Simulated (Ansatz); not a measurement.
# Ga2O3: the cost of one run

Code: Ansatz 0.2.0. Linear response, PAW datasets, plane waves. All values are calculated for a non-magnetic cell, which may be hypothetical.

### 1 The structure to begin with

The cell was relaxed beforehand with r2SCAN.

The symmetry is C2/m (No. 12, monoclinic); conventional cell a = 12.255 Å, b = 3.039 Å, c = 5.808 Å, β = 103.8°, 10.50 Å³ an atom. Around Ga lie 6 O at 1.94–2.08 Å; around Ga lie 4 O at 1.83–1.87 Å; around O lie 3 Ga at 1.84–1.94 Å; around O lie 4 Ga at 1.87–2.08 Å; around O lie 3 Ga at 1.83–1.94 Å.

Coordinates:

```cif
data_structure
_symmetry_space_group_name_H-M 'P 1'
_symmetry_Int_Tables_number 1
_cell_length_a 6.3130
_cell_length_b 6.3130
_cell_length_c 5.8083
_cell_angle_alpha 103.392
_cell_angle_beta 103.392
_cell_angle_gamma 27.856
_cell_volume 105.04
loop_
_atom_site_label
_atom_site_type_symbol
_atom_site_fract_x
_atom_site_fract_y
_atom_site_fract_z
_atom_site_occupancy
Ga1 Ga 0.34126 0.34126 0.68555 1
Ga2 Ga 0.65874 0.65874 0.31445 1
Ga3 Ga 0.90949 0.90949 0.20523 1
Ga4 Ga 0.09051 0.09051 0.79477 1
O1 O 0.50370 0.50370 0.74375 1
O2 O 0.49630 0.49630 0.25625 1
O3 O 0.82666 0.82666 0.43647 1
O4 O 0.17334 0.17334 0.56353 1
O5 O 0.16421 0.16421 0.10913 1
O6 O 0.83579 0.83579 0.89087 1
```

### 2 Dielectric tensor and Born charges, r2SCAN

File input.yaml:

```yaml
crystal:
  lattice:
    - [6.1274132809, -1.5195579626, -0.0026133712]
    - [6.1274132809, 1.5195579626, -0.0026133712]
    - [-1.3836386891, 0.0, 5.6410835604]
  atoms:
    - { symbol: Ga, position: [0.3412592011, 0.3412592011, 0.6855528925] }
    - { symbol: Ga, position: [0.6587407989, 0.6587407989, 0.3144471075] }
    - { symbol: Ga, position: [0.909493099, 0.909493099, 0.2052289645] }
    - { symbol: Ga, position: [0.090506901, 0.090506901, 0.7947710355] }
    - { symbol: O, position: [0.5037036209, 0.5037036209, 0.7437495194] }
    - { symbol: O, position: [0.4962963791, 0.4962963791, 0.2562504806] }
    - { symbol: O, position: [0.8266558501, 0.8266558501, 0.4364660272] }
    - { symbol: O, position: [0.1733441499, 0.1733441499, 0.5635339728] }
    - { symbol: O, position: [0.1642075727, 0.1642075727, 0.1091301414] }
    - { symbol: O, position: [0.8357924273, 0.8357924273, 0.8908698586] }
kpoints:
  mp_grid: { grid: [8, 8, 4] }
hamiltonian:
  xc: r2scan
scf:
  occupations: { method: fixed }
dielectric: {}
```

What time and memory should one allow on 1 × NVIDIA H100 80GB HBM3 with 2 threads of AMD EPYC 7R13 (Zen 3), shared host?

About 4.1 min, with a peak of 5.6 GiB on the host.
